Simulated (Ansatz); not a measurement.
# Ge (P6_3mc) in Ansatz: convergence with ecutfock ratio

Aim: find how far ecutfock ratio must go before the results for Ge settle, at PBE0. This setting moves, with any that are tied to it; all else stays.

Everything below comes from runs of Ansatz 0.2.0. Logs are shortened: lines on timing, memory, paths and dates and some standing lists are left out, and cuts for length are marked.

## Step 1: The crystal as given

Symmetry: P6_3mc, No. 186, hexagonal system. The conventional cell has a = 4.050 Å, b = 4.050 Å, c = 10.993 Å, α = 90.00°, β = 90.00°, γ = 120.00°. Ge (site symmetry 3m) is surrounded by 3 Ge at 2.44 Å. Ge (site symmetry 3m) has 3 Ge at 2.44 Å as nearest neighbours.

This isn't the form of Ge at room conditions, which is diamond.

## Step 2: With ecutfock ratio 1

Contents of input.yaml:

```yaml
crystal:
  lattice:
    - [4.0504045371, 0.0, 0.0]
    - [-2.0252022685, 3.5077532247, 0.0]
    - [0.0, 0.0, 10.993359]
  atoms:
    - { symbol: Ge, position: [0.6666666667, 0.3333333333, 0.414848] }
    - { symbol: Ge, position: [0.3333333333, 0.6666666667, 0.914848] }
    - { symbol: Ge, position: [0.0, 0.0, 0.477452] }
    - { symbol: Ge, position: [0.0, 0.0, 0.977452] }
hamiltonian:
  xc: pbe0
  pseudopotentials: { kind: paw }
kpoints:
  mp_grid: { grid: [4, 4, 2] }
scf:
  occupations: { method: methfessel_paxton, width: 0.1 }
  exx: { ecutfock_ratio: 1 }
output:
  forces: true
  stress: true
  eigenvalues: true
```

Potentials or basis: Ansatz PAW.

Started as:

```
> ansatz run input.yaml --threads 2 --pin off --max-ram 5632MiB --backend cpu --events-out ev --progress --plain --runs-dir out
```

The program printed:

```text
Warning: output.stress: scf.convergence.dr2_threshold = 1e-7 eV (the SCF's general default) is looser than the 4e-10 eV advised for a printed stress (1e-10 eV for each atom of the cell: 4). What an SCF threshold leaves in a stress goes as its square root, and in the free energy as the threshold itself, and one threshold admits the most on a small cell: of the crystals measured, under no hybrid functional and no lock of the moments, on runs that ended without the residual-converged pass, on stresses that held no estimate of that error, the worst erred by over 100 MPa in a component at 1e-7 eV an atom and by under 5 at 1e-10. Set scf.convergence.dr2_threshold to 4e-10 eV or tighter. The threshold is an SCF's pass mark: one that does not reach it within its budget of iterations ends unconverged, or closes short of it on a stop that the run arms, and scf.convergence.dr2_threshold's page says what that costs each kind of run
Warning: output.stress: scf.exx.energy_threshold = 1e-6 eV is looser than the 4e-8 eV advised for a stress under a hybrid functional (1e-8 eV for each atom of the cell: 4). Every SCF of the exchange loop can meet its threshold on dr2 while the loop round them stops early: no threshold on dr2 bounds what that leaves in the stress. Set scf.exx.energy_threshold to 4e-8 eV or tighter. The threshold is the loop's pass mark: a loop that does not reach it within its budget of cycles ends unconverged, and scf.exx.energy_threshold's page has the law
settings of this run that can trade accuracy for cost: scf.exx.ecutfock_ratio: 1 (norm-conserving) | under the files' recommended ratio and basis.ecutrho_ratio (paw). Do not mix this run's numbers with those of runs without the same settings; the input reference describes each key
Warning: RAYON_NUM_THREADS=2 ignored (pool sized by the plan → 2); use --threads N
Engine: ansatz 0.2.0, x86_64-unknown-linux-gnu
Pseudopotentials: kind: paw
Pseudopotential: Ge, paw, valence charge 14, recommended cutoff 420 eV (normal), Ge.paw.azcp
Functional definition: PBE0
  parameter a = 0.25
  parameter kappa = 0.804
  parameter beta = 0.06672455060314922
  exchange = (1 - a)*pbe_x(kappa = kappa, mu = beta*pi^2/3) + a*exact_x
  correlation = pbe_c(beta = beta)
Crystal: 4 atoms, lattice volume = 156.192 Å³
Basis set: ecut = 420 eV, 3049 PW (Γ), exchange–correlation on 60×60×150 points (8 copies of the dense FFT grid, shifted against one another)
Bands: 34, of which v1, the nominal top of the filled ones, is band 28 counted from 1 (27 counted from 0)
Symmetry: 12 space group operations
Space group: P63mc (ITA 186), of the structure as read, at distance tolerance 5.4e-5 Å
k-points: 8 of 32
Non-local potential: Ge, projectors of the file, l = 0: 2, l = 1: 2, l = 2: 3, l = 3: 1
PAW form: soft (Blöchl's): semilocal exchange-correlation on the pseudo side does not see the compensation charge
PAW frozen core: Ge, regenerated for the run's functional, and the local potential with it (the file was generated under x = pbe(κ = 0.804, μ = 0.2195149727645171), c = pbe(β = 0.06672455060314922))
PAW one-centre angular grid: Ge, 590 points (default); XC on 64 Gauss nodes
[... 41 lines left out ...]
SCF 4 converged in 2 iterations: F = -17180.885989 eV  dr2 = 3.85e-10
  Residual-converged pass: ⟨swp⟩=2.1  Hψ=367  notcnv=0  max |occ|·‖R‖ = 7.6e-7 eV (tolerance 7.8e-7 eV)  dr2=3.86e-10  dr2_onsite=2.73e-10  max |Δocc| = 4.8e-63
hybrid outer 3: dexx = +1.379e-9 eV, tail = 1.71e-9 eV, Δε = 6.12e-5 eV (about 2.53e-5 eV left of the loop's levels), ΔF = 1.05e-4 eV/Å (tail 9.68e-5)
hybrid SCF converged: 3 outer / 15 inner (+4 warm-up), last move |dexx| = 1.38e-9 eV, tail = 1.71e-9 eV
Stability not checked: this state was not tested for a lower state beside it, because the functional holds exact exchange (a hybrid, or Hartree-Fock), whose exchange loop this test does not read (fock_operator; see scf.lower_state_search)
Free energy (F): -17180.885989 eV
Frozen-core exchange: fock
Harris-Foulkes:  -17180.885989 eV  (|F-HF|=6.91e-11)
Internal energy: -17180.885989 eV  (E = F + TS)
E sigma→0 (E₀):  -17180.885989 eV
Fermi energy:    2.812147 eV
Step filling:    the computed levels leave a gap of 2.2322 eV = 22.3 smearing widths at the electron count; against every level under it full and every level over it empty, smearing changes F+E_penalty+E_count by +4.26e-54 meV and its σ→0 estimate by -2.63e-52 meV
--- Per-component energies (eV) ---
  E_band       = -1062.571555
  E_kinetic    = 435.931935
  E_local      = -12976.379567  (includes V_loc(G=0)·N_el)
  E_nonlocal   = 1673.877999
  E_hartree    = 5743.013040
  E_xc         = -229.051360
  E_vxc        = -194.603555  (∫ρ·V_xc dr)
  E_exx        = -239.860293  (= α·E_x^exact, valence–valence)
  E_paw        = -7908.312296  (= ΣΔE_a)
  E_vpaw       = -1007.704564  (= ΣTr[D̂ρ^β])
  E_aug_tail   = 0.001231  (compensation charges beyond the density's cutoff)
  E_ewald      = -3678.493745
  E_core_change = -1.612935  (= ΣΔE_core)
  E_smearing   = 0.000000  (= −TS)
  E_closure    = 0.000000  (closes the sum)
  Σ components = -17180.885989   (vs F -17180.885989, Δ=3.64e-12)
--- Forces (eV/Å), atoms counted from 1 ---
  atom   1  Ge     0.00000000    -0.00000000     0.21235037
  atom   2  Ge     0.00000000     0.00000000     0.21235037
  atom   3  Ge     0.00000000     0.00000000    -0.21231965
  atom   4  Ge     0.00000000    -0.00000000    -0.21231965
  max |Σ_I F_I| component: 6.14e-5 eV/Å
--- Stress (GPa, compression-positive) ---
       -2.020717       0.000000       0.000000
        0.000000      -2.020717       0.000000
       -0.000000       0.000000      -0.498524
  P = ⅓ Tr σ = -1.5133 GPa (-15.133 kbar)
--- Band table (eV; the first three rows and the last of 8) ---
  k-point 0: bands = ["-25.4499", "-25.4499", "-25.4499", "-25.4499", "-25.4185", "-25.4184", "-25.4069", "-25.4069", "-25.4069", "-25.4069", "-25.3507", "-25.3507", "-25.2206", "-25.2206", "-25.2206", "-25.2206", "-25.1849", "-25.1849", "-25.1849", "-25.1849", "-10.2057", "-10.1687", "-1.8427", "-1.2934", "1.6834", "1.6834", "1.6960", "1.6960", "4.0226", "4.2034", "5.1010", "7.5338", "7.5338", "7.5692"]
  k-point 1: bands = ["-25.4499", "-25.4499", "-25.4499", "-25.4499", "-25.4184", "-25.4184", "-25.4069", "-25.4069", "-25.4069", "-25.4069", "-25.3507", "-25.3507", "-25.2206", "-25.2206", "-25.2206", "-25.2206", "-25.1849", "-25.1849", "-25.1849", "-25.1849", "-10.1873", "-10.1873", "-1.5859", "-1.5859", "1.6897", "1.6897", "1.6897", "1.6897", "4.0641", "4.0641", "6.1980", "6.1980", "7.5512", "7.5512"]
  k-point 2: bands = ["-25.4711", "-25.4711", "-25.4609", "-25.4609", "-25.4450", "-25.4450", "-25.3884", "-25.3883", "-25.3720", "-25.3719", "-25.3117", "-25.3117", "-25.2665", "-25.2665", "-25.2613", "-25.2612", "-25.1645", "-25.1645", "-25.1460", "-25.1460", "-9.4624", "-9.4272", "-3.1043", "-3.0622", "-0.2916", "0.2752", "0.6953", "0.7220", "5.2928", "5.3386", "5.5091", "6.4995", "8.1274", "9.3532"]
  k-point 7: bands = ["-25.4784", "-25.4784", "-25.4716", "-25.4716", "-25.4635", "-25.4635", "-25.3796", "-25.3796", "-25.3268", "-25.3268", "-25.2943", "-25.2943", "-25.2893", "-25.2893", "-25.2731", "-25.2731", "-25.2022", "-25.2022", "-25.1019", "-25.1019", "-8.0615", "-8.0615", "-5.4129", "-5.4129", "-1.2686", "-1.2686", "1.3293", "1.3293", "4.4020", "4.4020", "8.0903", "8.0903", "8.7025", "8.7025"]
settings of this run that can trade accuracy for cost: scf.exx.ecutfock_ratio: 1 (norm-conserving) | under the files' recommended ratio and basis.ecutrho_ratio (paw). Do not mix this run's numbers with those of runs without the same settings; the input reference describes each key
```

Wall time 17 s (2 threads of AMD EPYC 9R45 (Zen 5), shared host); peak memory 1.3 GiB.

What came out:

```
Free energy            : -17180.8860 eV
Pressure               : -1.5 GPa
Largest force          : 0.212 eV/Å
Band gap on the k mesh : 2.23 eV, indirect (least direct gap 2.33 eV)
```

## Step 3: With ecutfock ratio 2

input.yaml: that of step 2 with these lines changed.

```diff
@@ -17,3 +17,3 @@
   occupations: { method: methfessel_paxton, width: 0.1 }
-  exx: { ecutfock_ratio: 1 }
+  exx: { ecutfock_ratio: 2 }
 output:
```

Potentials or basis: Ansatz PAW.

Started as:

```
> ansatz run input.yaml --threads 2 --pin off --max-ram 5632MiB --backend cpu --events-out ev --progress --plain --runs-dir out
```

Wall time 18 s (2 threads of AMD EPYC 9R45 (Zen 5), shared host); peak memory 1.4 GiB.

What came out:

```yaml
Free_energy: -17180.9277 eV
Pressure: -1.5 GPa
Largest_force: 0.212 eV/Å
Band_gap_on_the_k_mesh: 2.23 eV, indirect (least direct gap 2.33 eV)
```

## Step 4: With ecutfock ratio 3

input.yaml: that of step 3 with these lines changed.

```diff
@@ -17,3 +17,3 @@
   occupations: { method: methfessel_paxton, width: 0.1 }
-  exx: { ecutfock_ratio: 2 }
+  exx: { ecutfock_ratio: 3 }
 output:
```

Started as:

```
> ansatz run input.yaml --threads 2 --pin off --max-ram 5632MiB --backend cpu --events-out ev --progress --plain --runs-dir out
```

Wall time 21 s (2 threads of AMD EPYC 9R45 (Zen 5), shared host); peak memory 1.5 GiB.

The run converged. Its results:

```
Free energy            : -17180.9280 eV
Pressure               : -1.5 GPa
Largest force          : 0.212 eV/Å
Band gap on the k mesh : 2.23 eV, indirect (least direct gap 2.33 eV)
```

## Step 5: With ecutfock ratio 4

input.yaml: that of step 4 with these lines changed.

```diff
@@ -17,3 +17,3 @@
   occupations: { method: methfessel_paxton, width: 0.1 }
-  exx: { ecutfock_ratio: 3 }
+  exx: { ecutfock_ratio: 4 }
 output:
```

Started as:

```
> ansatz run input.yaml --threads 2 --pin off --max-ram 5632MiB --backend cpu --events-out ev --progress --plain --runs-dir out
```

It took 21 s on 2 threads of AMD EPYC 9R45 (Zen 5), shared host; peak memory 1.4 GiB.

It converged, with:

| Quantity | Value |
| --- | --- |
| Free energy | -17180.9280 eV |
| Pressure | -1.5 GPa |
| Largest force | 0.212 eV/Å |
| Band gap on the k mesh | 2.23 eV, indirect (least direct gap 2.33 eV) |

## Step 6: Result

```tsv
ecutfock ratio	energy less the tightest run, at zero smearing (meV/atom)	SCF cycles	CPU time (s)	peak memory (GiB)
1	10.50	19	33	1.3
2	0.07	19	34	1.4
3	0.00	19	41	1.5
4	0.00	19	41	1.4
```

Against the tightest run, the energy stays within 1 meV/atom from 2 on. The tightest run that finished is the yardstick and may itself not be fully converged.

Caveats: all runs use coarse meshes; the PAW data sets come from PBE, with cores solved anew for the run's functional, which leaves a small shift of forces and pressure; the thresholds are loose for stress.
